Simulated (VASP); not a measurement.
Here is a VASP 6.6.1 calculation.

File INCAR:

```
SYSTEM = InAs
  PREC = Accurate
  ENCUT = 520
  EDIFF = 1E-6
  ISMEAR = 0
  SIGMA = 0.1
  LREAL = .FALSE.
  LASPH = .TRUE.
  NELM = 100
  ALGO = Fast
  ISIF = 2
  LWAVE = .FALSE.
  LCHARG = .FALSE.
  GGA = PS
  NBANDS = 16
```

File KPOINTS:

```
regular mesh
0
G
  12 12 12
  0 0 0
```

The input POSCAR:

```
InAs
1.0
    0.0000000000      2.9962805204      2.9962805204
    2.9962805204      0.0000000000      2.9962805204
    2.9962805204      2.9962805204      0.0000000000
In As
1 1
Direct
    0.5000000000      0.5000000000      0.5000000000
    0.0000000000      0.0000000000      0.0000000000
```

Potentials or basis: VASP PAW PBE potentials, release 64 (In_d, As).

Command:

```bash
$ cat potpaw_PBE.64/In_d/POTCAR potpaw_PBE.64/As/POTCAR > POTCAR
$ mpirun -np 1 vasp_std > vasp.out
```

Task: Predict the pressure.

Result: -8.1 GPa.

Task: Predict the band gap on the k mesh.

Result: None (metal or under the smearing width).

Caveat: the PAW data sets were made with another functional, which shifts forces and pressure a little.
